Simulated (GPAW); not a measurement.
Crystal: Si2W.

```xyz
3
Lattice="-1.6069 1.6069 3.9150 1.6069 -1.6069 3.9150 1.6069 1.6069 -3.9150" Properties=species:S:1:pos:R:3 pbc="T T T"
W     0.0000    0.0000    0.0000
Si    0.0000    0.0000    5.2092
Si    0.0000    0.0000    2.6207
```

```yaml
Program: GPAW 26.7.0
Task: relaxation of cell and atoms
Functional: PBEsol
Dispersion: D3
Potentials_or_basis: PAW data sets generated in the run's folder for this functional
Cutoff: 600 eV
Basis: pw
k_mesh: 7 × 7 × 7
Occupations: fermi-dirac, width 0.05 eV
Spin: no spin polarisation
```

At the start: pressure -5.2 GPa; volume 13.48 Å³/atom.

Problem. How do energy, volume and symmetry change on relaxing?

Solution. Over 4 steps the energy falls by 5.0 meV/atom and the volume is 13.18 Å³/atom (-2.2 %); space group I4/mmm (No. 139, to 0.05 Å).

The path:
```tsv
step	energy change (eV)	largest force (eV/Å)	pressure (GPa)	volume (Å³)
1	0.0000	0.0034	-5.25	40.44
2	-0.0072	0.0136	-3.80	40.18
3	-0.0149	0.0400	0.12	39.53
4	-0.0150	0.0267	0.03	39.54
```

Final structure:
```xyz
3
Lattice="-1.5943 1.5943 3.8892 1.5943 -1.5943 3.8892 1.5943 1.5943 -3.8892" Properties=species:S:1:pos:R:3 pbc="T T T"
W     0.0000    0.0000    0.0000
Si    0.0000    0.0000    5.1761
Si    0.0000    0.0000    2.6022
```

Caveat: the k mesh is coarse (spacing up to 0.39 Å⁻¹), so the values aren't converged; later steps reuse the first step's grids; pairwise dispersion overbinds metals, which lowers pressure and volume.
